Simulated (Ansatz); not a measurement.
Rb (fcc)

Method: HSE06, scalar-relativistic; no spin polarisation; PAW, 420 eV, Γ-centred 6×6×6 mesh, 0.05 eV Gaussian smearing; code Ansatz. The datasets are Ansatz's generated set soft_2.

```cif
data_structure
_symmetry_space_group_name_H-M 'P 1'
_symmetry_Int_Tables_number 1
_cell_length_a 5.1112
_cell_length_b 5.1112
_cell_length_c 5.1112
_cell_angle_alpha 60.000
_cell_angle_beta 60.000
_cell_angle_gamma 60.000
_cell_volume 94.42
loop_
_atom_site_label
_atom_site_type_symbol
_atom_site_fract_x
_atom_site_fract_y
_atom_site_fract_z
_atom_site_occupancy
Rb1 Rb 0.00000 0.00000 0.00000 1
```

At room temperature and ambient pressure Rb is bcc.

The volume is at zero pressure for this level.

```json
{
 "Space group": "Fm-3m (No. 225)",
 "Volume": "94.42 Å³/atom"
}
```

Problem. What does HSE06 give for the band gap?

Solution. zero (metallic).

The calculation's cell holds 9 valence electrons, an odd number. Without magnetic order each band takes two, so one stays part-filled and the crystal must be a metal.

For a metal under a hybrid functional this mesh is coarse.
